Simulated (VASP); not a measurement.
# ZnSe in VASP: one cell, several levels of theory

What does VASP give for zincblende ZnSe, under +5.0 % biaxial strain in x and y, free along z, the cell held fixed? Runs: PBE, r2SCAN. The results are then set beside those of Ansatz 0.2.0 for the same cell.

Code: VASP 6.6.1. PAW datasets, plane waves. Computed at 0 K without zero-point motion; spin polarisation is off.

## (1) The system as given

The cell comes from an earlier relaxation with r2SCAN in another program, then strained, with the atoms relaxed again.

Space group I-4m2 (No. 119), tetragonal; conventional cell a = 4.206 Å, c = 5.318 Å, 23.52 Å³ an atom. Around Zn lie 4 Se at 2.49 Å; around Se lie 4 Zn at 2.49 Å.

Structure file:

```cif
data_structure
_symmetry_space_group_name_H-M 'I-4m2'
_symmetry_Int_Tables_number 119
_cell_length_a 4.2059
_cell_length_b 4.2059
_cell_length_c 5.3181
_cell_angle_alpha 90.000
_cell_angle_beta 90.000
_cell_angle_gamma 90.000
_cell_volume 94.08
loop_
_atom_site_label
_atom_site_type_symbol
_atom_site_symmetry_multiplicity
_atom_site_Wyckoff_symbol
_atom_site_fract_x
_atom_site_fract_y
_atom_site_fract_z
_atom_site_occupancy
Zn1 Zn 2 a 0.00000 0.00000 0.00000 1
Se1 Se 2 c 0.00000 0.50000 0.25000 1
```

## (2) PBE

INCAR

```
ENCUT = 520.000000
SIGMA = 0.020000
EDIFF = 1.00e-07
GGA = PE
PREC = Accurate
IBRION = -1
ISIF = 2
ISMEAR = -1
NBANDS = 16
NELM = 120
NSW = 0
LASPH = .TRUE.
LCHARG = .FALSE.
LWAVE = .FALSE.
LREAL = .FALSE.
```

KPOINTS

```
KPOINTS created by Atomic Simulation Environment
0
Gamma
8 8 8
0 0 0
```

KPOINTS_OPT

```
special points
6
Reciprocal
0.0000000000 0.0000000000 0.0000000000 1
-0.5000000000 -0.5000000000 0.0000000000 1
-0.3750000000 -0.3750000000 0.2500000000 1
-0.3750000000 0.0000000000 0.3750000000 1
0.0000000000 0.0000000000 0.5000000000 1
-0.5000000000 -0.2500000000 0.2500000000 1
```

POSCAR

```
Zn Se
 1.0000000000000000
     0.0000000000000000    2.9740417191000001    2.6590364151000001
     2.9740417191000001    0.0000000000000000    2.6590364151000001
     2.9740417191000001    2.9740417191000001    0.0000000000000000
 Zn  Se
   1   1
Cartesian
  0.0000000000000000  0.0000000000000000  0.0000000000000000
  1.4870208595499999  1.4870208595499999  1.3295182075499998
```

Potentials: the recommended PBE PAW datasets, 18 valence electrons in the neutral cell.

Run with:

```
> mpirun -np 1 vasp_std
```

## (3) r2SCAN at this geometry

INCAR

```
ENCUT = 520.000000
SIGMA = 0.010000
EDIFF = 1.00e-07
ALGO = Normal
METAGGA = R2SCAN
PREC = Accurate
IBRION = -1
ISIF = 2
ISMEAR = 0
NBANDS = 16
NELM = 120
NSW = 0
LASPH = .TRUE.
LCHARG = .FALSE.
LWAVE = .FALSE.
LREAL = .FALSE.
```

KPOINTS is that of step 2.

KPOINTS_OPT is that of step 2.

POSCAR is that of step 2.

**Question.** What will these runs give? Wanted: for each run, gap; pressure; Ansatz: gap; Ansatz: pressure.

**Answer**, as computed:

```
 level  gap (eV)  pressure (GPa)  Ansatz: gap (eV)  Ansatz: pressure (GPa)
   PBE      0.91            0.05              0.90                   -0.16
r2SCAN      1.47           -2.22              1.47                   -2.30
```

What this shows: The gap spans 0.91 eV (PBE) to 1.47 eV (r2SCAN). At this one volume the pressure spans -2.2 GPa (r2SCAN) to 0.1 GPa (PBE): PBE wants the largest cell and r2SCAN the smallest. The two programs agree on the gap within 0.01 eV, far less than the spread between functionals. The two codes have different PAW datasets and cutoffs. VASP's cell holds 18 valence electrons and Ansatz's 28.
